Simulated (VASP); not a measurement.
# CdF2: structure and properties in VASP, part 3 of 6

What structure does CdF2 take at this level, and what are its properties? The cell is invented: it takes the structure of COD entry 9009027, PbF2 (space group 225 there), with some of its atoms replaced by other elements, volume scaled by an estimate. It may not be a known or stable phase.

VASP 6.6.1; PBEsol; plane waves and PAW (Cd, F); invented cell.

So far, gap on the k-mesh (eV): step 2 (rough relaxation of the start cell) 2.97; step 3 (relaxing cell and atoms (PBEsol)) 2.91; step 4 (single point with fields (PBEsol)) 2.91. The relaxed cell has a = 5.397 Å (conventional setting).

## (5) Bands along the symmetry lines (PBEsol)

The mesh alone shows little of the dispersion and can miss band extrema, so KPOINTS_OPT adds a path through the symmetry points after the self-consistent cycle.

INCAR reads:

```
SYSTEM = CdF2
PREC = Accurate
ENCUT = 520
EDIFF = 1E-06
NELM = 100
ISMEAR = -1
SIGMA = 0.05
LREAL = .FALSE.
ALGO = Normal
GGA = PS
NBANDS = 26
LORBIT = 11
LWAVE = .FALSE.
LCHARG = .FALSE.
```

POSCAR reads:

```
CdF2
1.0
    0.0000000000      2.6987359264      2.6987359264
    2.6987359264      0.0000000000      2.6987359264
    2.6987359264      2.6987359264      0.0000000000
Cd F
1 2
Direct
    0.0000000000      0.0000000000      0.0000000000
    0.2500000000      0.2500000000      0.2500000000
    0.7500000000      0.7500000000      0.7500000000
```

KPOINTS reads:

```
Automatic mesh
0
Gamma
9 9 9
0 0 0
```

KPOINTS_OPT reads:

```
Line mode
16
Line-mode
Reciprocal
  0.00000000   0.00000000   0.00000000 GAMMA
  0.50000000   0.00000000   0.50000000 X

  0.50000000   0.00000000   0.50000000 X
  0.50000000   0.25000000   0.75000000 W

  0.50000000   0.25000000   0.75000000 W
  0.37500000   0.37500000   0.75000000 K

  0.37500000   0.37500000   0.75000000 K
  0.00000000   0.00000000   0.00000000 GAMMA

  0.00000000   0.00000000   0.00000000 GAMMA
  0.50000000   0.50000000   0.50000000 L

  0.50000000   0.50000000   0.50000000 L
  0.62500000   0.25000000   0.62500000 U

  0.62500000   0.25000000   0.62500000 U
  0.50000000   0.25000000   0.75000000 W

  0.50000000   0.25000000   0.75000000 W
  0.50000000   0.50000000   0.50000000 L

  0.50000000   0.50000000   0.50000000 L
  0.37500000   0.37500000   0.75000000 K

  0.62500000   0.25000000   0.62500000 U
  0.50000000   0.00000000   0.50000000 X
```

The projector-augmented-wave data sets are Cd and F (PBE family, release 64).

Started as:

```bash
> mpirun -np 1 vasp_std
```

The log of the run:

```text
[... set-up lines as in an earlier step ...]
 entering main loop
       N       E                     dE             d eps       ncg     rms          rms(c)
DAV:   1     0.191400850907E+03    0.19140E+03   -0.14914E+04  1924   0.102E+03
DAV:   2    -0.506873767391E+01   -0.19647E+03   -0.18486E+03  2060   0.285E+02
DAV:   3    -0.129973286025E+02   -0.79286E+01   -0.78980E+01  2096   0.605E+01
DAV:   4    -0.130299252511E+02   -0.32597E-01   -0.32594E-01  1976   0.399E+00
DAV:   5    -0.130300304064E+02   -0.10516E-03   -0.10515E-03  2036   0.199E-01    0.940E+00
DAV:   6    -0.115846396532E+02    0.14454E+01   -0.20429E+00  2118   0.272E+01    0.749E+00
DAV:   7    -0.116155361181E+02   -0.30896E-01   -0.74217E-01  1900   0.589E+00    0.415E+00
DAV:   8    -0.116014773719E+02    0.14059E-01   -0.11433E-01  1890   0.263E+00    0.674E-01
DAV:   9    -0.115931460741E+02    0.83313E-02   -0.22237E-02  2094   0.176E+00    0.906E-02
DAV:  10    -0.115936269974E+02   -0.48092E-03   -0.23459E-03  1888   0.420E-01    0.111E-01
DAV:  11    -0.115937261311E+02   -0.99134E-04   -0.11398E-04  1954   0.901E-02    0.364E-02
DAV:  12    -0.115937478394E+02   -0.21708E-04   -0.51603E-05  1900   0.475E-02    0.202E-02
DAV:  13    -0.115937505012E+02   -0.26618E-05   -0.43100E-06  1954   0.154E-02    0.733E-03
DAV:  14    -0.115937505399E+02   -0.38669E-07   -0.36829E-07  1654   0.553E-03
   1 F= -.11593751E+02 E0= -.11593751E+02  d E =-.571874E-10
 Start KPOINTS_OPT (optional k-point list driver)
k-point batch [1-35\160]
       N       E                     dE             ncg
DAV:   1     0.920846707628E+03   -0.26440E+05     1868
DAV:   2    -0.613785303389E+04   -0.70587E+04     2016
DAV:   3    -0.642606363881E+04   -0.28821E+03     2078
DAV:   4    -0.642725768590E+04   -0.11940E+01     2144
DAV:   5    -0.642726155086E+04   -0.38650E-02     2136
DAV:   6    -0.642726157019E+04   -0.19335E-04     2056
DAV:   7    -0.642726157032E+04   -0.12569E-06     1562
[...]
k-point batch [141-160\160]
       N       E                     dE             ncg
DAV:   1     0.140541175717E+05   -0.19696E+05     1112
DAV:   2     0.101261744088E+05   -0.39279E+04     1160
DAV:   3     0.997223368658E+04   -0.15394E+03     1262
DAV:   4     0.997162266316E+04   -0.61102E+00     1264
DAV:   5     0.997162075841E+04   -0.19048E-02     1306
DAV:   6     0.997162074916E+04   -0.92491E-05     1232
DAV:   7     0.997162074909E+04   -0.68660E-07     1012
```

The job ended after 98 s (1 MPI rank of AMD EPYC 7R43, shared host; peak memory 0.16 GiB).

From OUTCAR (step 5):

```text
   k-points           NKPTS =     35   k-points in BZ     NKDIM =     35   number of bands    NBANDS=     26

   NELECT =      26.0000    total number of electrons

 E-fermi :  -0.4057

 k-point     1 :       0.0000    0.0000    0.0000
  band No.  band energies     occupation
    ...
      9      -2.4627      2.00000
     10      -2.4627      2.00000
     11      -1.9801      2.00000
     12      -1.9801      2.00000
     13      -1.9801      2.00000
     14       1.4023      0.00000
     15      10.9929      0.00000
     16      10.9929      0.00000
     17      10.9929      0.00000
     18      15.8575      0.00000
    ...

  Total       -0.0159442     -0.0159442     -0.0159442     -0.0000000     -0.0000000      0.0000000
  in kB       -0.6498337     -0.6498337     -0.6498337     -0.0000000     -0.0000000      0.0000000
  external PRESSURE =      -0.6498337 kB  Pullay stress =       0.0000000 kB

 POSITION                                       TOTAL-FORCE (eV/Angst)
 -----------------------------------------------------------------------------------
      0.00000      0.00000      0.00000         0.000000      0.000000     -0.000000
      1.34937      1.34937      1.34937        -0.000000     -0.000000      0.000000
      4.04810      4.04810      4.04810         0.000000      0.000000     -0.000000
 -----------------------------------------------------------------------------------
    total drift:                                0.000000      0.000000      0.000000

  FREE ENERGIE OF THE ION-ELECTRON SYSTEM (eV)
  ---------------------------------------------------
  free  energy   TOTEN  =       -11.5937505399 eV

  energy  without entropy=      -11.5937505398  energy(sigma->0) =      -11.59375054

[... 8 parts as in an earlier step ...]

[... 8 further parts left out ...]
```

Spin-orbit coupling is off here; it would split degenerate levels.

This step gave:

```yaml
bands: 26
fermi_energy: -0.4057 eV
pressure: -0.06498 GPa
least_gap_on_mesh_and_path: 2.885 eV
least_direct_gap_on_mesh_and_path: 3.382 eV
valence_top_at_k: 0.5, 0.25, 0.75
```

The electronic bands at the labelled points (eV, zero at the valence-band top; v1 is the highest filled band, c1 the lowest empty one):

| point | v4 | v3 | v2 | v1 | c1 | c2 |
| --- | --- | --- | --- | --- | --- | --- |
| Γ | -0.98 | -0.50 | -0.50 | -0.50 | 2.89 | 12.48 |
| 0.53 of the way | -1.96 | -0.50 | -0.29 | -0.29 | 5.35 | 10.29 |
| X | -2.99 | -0.50 | -0.09 | -0.09 | 7.84 | 9.44 |
| 0.53 of the way | -2.46 | -0.60 | -0.56 | -0.04 | 7.87 | 10.11 |
| W | -1.54 | -1.54 | -0.59 | 0.00 | 7.91 | 11.28 |
| 0.53 of the way | -2.09 | -1.08 | -0.52 | -0.07 | 7.84 | 10.75 |
| K | -2.33 | -0.96 | -0.35 | -0.20 | 7.80 | 10.53 |
| 0.53 of the way | -1.38 | -1.08 | -0.45 | -0.41 | 5.19 | 10.54 |
| Γ | -0.98 | -0.50 | -0.50 | -0.50 | 2.89 | 12.48 |
| 0.53 of the way | -1.42 | -1.23 | -0.44 | -0.44 | 4.99 | 10.45 |
| L | -1.86 | -1.86 | -0.40 | -0.40 | 7.02 | 8.95 |
| 0.47 of the way | -2.06 | -1.50 | -0.41 | -0.33 | 7.27 | 9.40 |
| U | -2.33 | -0.96 | -0.35 | -0.20 | 7.80 | 10.53 |
| 0.47 of the way | -2.09 | -1.08 | -0.52 | -0.07 | 7.84 | 10.75 |
| W | -1.54 | -1.54 | -0.59 | 0.00 | 7.91 | 11.28 |
| 0.47 of the way | -1.85 | -1.50 | -0.48 | -0.22 | 7.44 | 9.72 |
| L | -1.86 | -1.86 | -0.40 | -0.40 | 7.02 | 8.95 |
| 0.53 of the way | -2.12 | -1.44 | -0.40 | -0.32 | 7.34 | 9.53 |
| K | -2.33 | -0.96 | -0.35 | -0.20 | 7.80 | 10.53 |
| jump to U | -2.33 | -0.96 | -0.35 | -0.20 | 7.80 | 10.53 |
| 0.47 of the way | -2.68 | -0.57 | -0.25 | -0.12 | 7.85 | 9.78 |
| X | -2.99 | -0.50 | -0.09 | -0.09 | 7.84 | 9.44 |

Of the projections kept (Cd, F), the largest for each band there; the rest of the weight can lie on other orbitals:

| point | v4 | v3 | v2 | v1 | c1 | c2 |
| --- | --- | --- | --- | --- | --- | --- |
| Γ | F 0.98 | F 0.65 | F 0.65 | F 0.65 | Cd 0.75 | Cd 0.98 |
| X | F 0.93 | F 1.00 | F 0.87 | F 0.87 | Cd 0.69 | Cd 0.74 |
| W | F 0.82 | F 0.82 | F 1.00 | F 0.87 | Cd 0.65 | F 0.70 |
| K | F 0.64 | F 0.95 | F 0.93 | F 0.84 | Cd 0.66 | Cd 0.65 |
| Γ | F 0.98 | F 0.65 | F 0.65 | F 0.65 | Cd 0.75 | Cd 0.99 |
| L | F 0.96 | F 0.96 | F 0.72 | F 0.72 | Cd 0.59 | F 0.64 |

The path lowers the gap by 0.03 eV against the mesh alone, so a band edge lies off the mesh.

## (6) Total and projected DOS (PBEsol)

Here the states are counted by energy and projected on the atoms. The mesh is finer than in the run before.

INCAR, as its differences from that of step 5:

```diff
@@ -5,3 +5,3 @@
 NELM = 100
-ISMEAR = -1
+ISMEAR = -5
 SIGMA = 0.05
@@ -14 +14,2 @@
 LCHARG = .FALSE.
+NEDOS = 2001
```

POSCAR is that of step 5.

KPOINTS reads:

```
Automatic mesh
0
Gamma
13 13 13
0 0 0
```

Started as:

```bash
> mpirun -np 1 vasp_std
```

The log of the run:

```text
[... set-up lines as in an earlier step ...]
 entering main loop
       N       E                     dE             d eps       ncg     rms          rms(c)
DAV:   1     0.191792422612E+03    0.19179E+03   -0.14775E+04  4544   0.102E+03
DAV:   2    -0.529495088964E+01   -0.19709E+03   -0.18676E+03  5052   0.286E+02
DAV:   3    -0.129990164477E+02   -0.77041E+01   -0.76767E+01  4928   0.597E+01
DAV:   4    -0.130299554322E+02   -0.30939E-01   -0.30937E-01  4826   0.387E+00
DAV:   5    -0.130300608373E+02   -0.10541E-03   -0.10540E-03  4828   0.196E-01    0.940E+00
DAV:   6    -0.115840107084E+02    0.14461E+01   -0.20405E+00  5196   0.274E+01    0.750E+00
DAV:   7    -0.116156081584E+02   -0.31597E-01   -0.74959E-01  4538   0.593E+00    0.415E+00
DAV:   8    -0.116016409222E+02    0.13967E-01   -0.11552E-01  4570   0.265E+00    0.679E-01
DAV:   9    -0.115931758184E+02    0.84651E-02   -0.22611E-02  5006   0.178E+00    0.907E-02
DAV:  10    -0.115936582039E+02   -0.48239E-03   -0.23620E-03  4526   0.423E-01    0.111E-01
DAV:  11    -0.115937573247E+02   -0.99121E-04   -0.11585E-04  4670   0.914E-02    0.364E-02
DAV:  12    -0.115937791955E+02   -0.21871E-04   -0.51870E-05  4566   0.476E-02    0.203E-02
DAV:  13    -0.115937818506E+02   -0.26551E-05   -0.43110E-06  4700   0.154E-02    0.735E-03
DAV:  14    -0.115937818899E+02   -0.39292E-07   -0.36980E-07  4010   0.552E-03
   1 F= -.11593782E+02 E0= -.11593782E+02  d E =0.000000E+00
```

The job ended after 87 s (1 MPI rank; peak memory 0.17 GiB).

From OUTCAR (step 6):

```text
   k-points           NKPTS =     84   k-points in BZ     NKDIM =     84   number of bands    NBANDS=     26

   NELECT =      26.0000    total number of electrons

 E-fermi :  -1.4959

 k-point     2 :       0.0769    0.0000    0.0000
  band No.  band energies     occupation
    ...
      9      -2.5034      2.00000
     10      -2.5034      2.00000
     11      -2.0025      2.00000
     12      -1.9761      2.00000
     13      -1.9761      2.00000
     14       1.6411      0.00000
     15      10.6816      0.00000
     16      11.0816      0.00000
     17      11.0816      0.00000
     18      16.3039      0.00000
    ...

  Total       -0.0157601     -0.0157601     -0.0157601     -0.0000000     -0.0000000      0.0000000
  in kB       -0.6423306     -0.6423306     -0.6423306     -0.0000000     -0.0000000      0.0000000
  external PRESSURE =      -0.6423306 kB  Pullay stress =       0.0000000 kB

 POSITION                                       TOTAL-FORCE (eV/Angst)
 -----------------------------------------------------------------------------------
      0.00000      0.00000      0.00000        -0.000000     -0.000000     -0.000000
      1.34937      1.34937      1.34937        -0.000000     -0.000000     -0.000000
      4.04810      4.04810      4.04810         0.000000      0.000000      0.000000
 -----------------------------------------------------------------------------------
    total drift:                                0.000000      0.000000      0.000000

  FREE ENERGIE OF THE ION-ELECTRON SYSTEM (eV)
  ---------------------------------------------------
  free  energy   TOTEN  =       -11.5937818899 eV

  energy  without entropy=      -11.5937818899  energy(sigma->0) =      -11.59378189

[... 9 parts as in an earlier step ...]

[... 7 further parts left out ...]
```

This step gave:

```yaml
irreducible_k_points: 84
fermi_energy: -1.496 eV
pressure: -0.06423 GPa
valence_top_at_k: -0.3077, 0.4615, 0.2308
gap_on_the_k_mesh: 2.900 eV
least_direct_gap_on_the_k_mesh: 3.382 eV
```

The density of states has structure finer than the step of the table below, so its rows give means over 1 eV, whole bins alone (the curve runs from -12.0 to 10.9 eV). Peaks (eV: height): total -5.2: 15.2, -4.3: 21.7, -1.9: 5.32, -0.4: 17.9; F p -5.2: 2.43, -1.9: 3.46, -0.4: 12.4; Cd d -5.2: 10.5, -4.3: 20.2, -0.4: 2.99; Cd s -3.4: 0.424, 7.8: 0.762, 9.9: 0.179; Cd p -5.2: 0.0651, -1.9: 0.165, 9.9: 0.412.

States under -12.0 eV and over 10.9 eV are left out. The density of states by energy, zero at the valence-band top; means over each step; values in states/eV/cell:

| energy (eV) | total | F p | Cd d | Cd s | Cd p |
| --- | --- | --- | --- | --- | --- |
| -7 | 0 | 0 | 0 | 0 | 0 |
| -6 | 0.0926 | 0.0167 | 0.0632 | 0 | 3.5e-5 |
| -5 | 5.90 | 0.781 | 4.40 | 0.0204 | 0.0129 |
| -4 | 3.81 | 0.124 | 3.46 | 0.00529 | 0.00253 |
| -3 | 2.18 | 1.11 | 0.317 | 0.172 | 0.0231 |
| -2 | 3.66 | 2.28 | 0.395 | 0.0211 | 0.111 |
| -1 | 2.35 | 1.63 | 0.240 | 0.00607 | 0.0339 |
| 0 | 3.76 | 2.68 | 0.560 | 2.9e-4 | 0.00246 |
| 1 | 0 | 0 | 0 | 0 | 0 |
| 2 | 0 | 0 | 0 | 0 | 0 |
| 3 | 0.0185 | 0.00117 | 0 | 0.00673 | 9.4e-5 |
| 4 | 0.102 | 0.0140 | 9.0e-5 | 0.0343 | 0.00138 |
| 5 | 0.207 | 0.0405 | 4.2e-4 | 0.0677 | 0.00422 |
| 6 | 0.373 | 0.0869 | 0.00110 | 0.129 | 0.00834 |
| 7 | 0.841 | 0.217 | 0.00211 | 0.350 | 0.0114 |
| 8 | 0.457 | 0.119 | 0.00128 | 0.220 | 0.00255 |
| 9 | 0.151 | 0.0286 | 6.5e-4 | 0.00432 | 0.0208 |
| 10 | 1.54 | 0.192 | 0.0185 | 0.105 | 0.251 |

The gap on this mesh is 2.90 eV. In the top eV of the valence band the largest shares in the PAW spheres are F p 71 % and Cd d 14 %. The rest lies in smaller channels or between the spheres.

[end of part 3 of 6]

[Lines on the potential files, build, host, timing and source positions are cut from VASP's logs without a mark.]

[Logs are printed without paths, hosts, clocks, repeated set-up lines and the standing remarks that a program may print on its own settings, such as how far it seeks lower states.]

[Hosts, paths, dates, database ids (printed as entryN), source tags and the programs' standing remarks are cut or masked in the printed files.]

[A measured line is paired with the nearest computed mode of its activity, which favours agreement.]
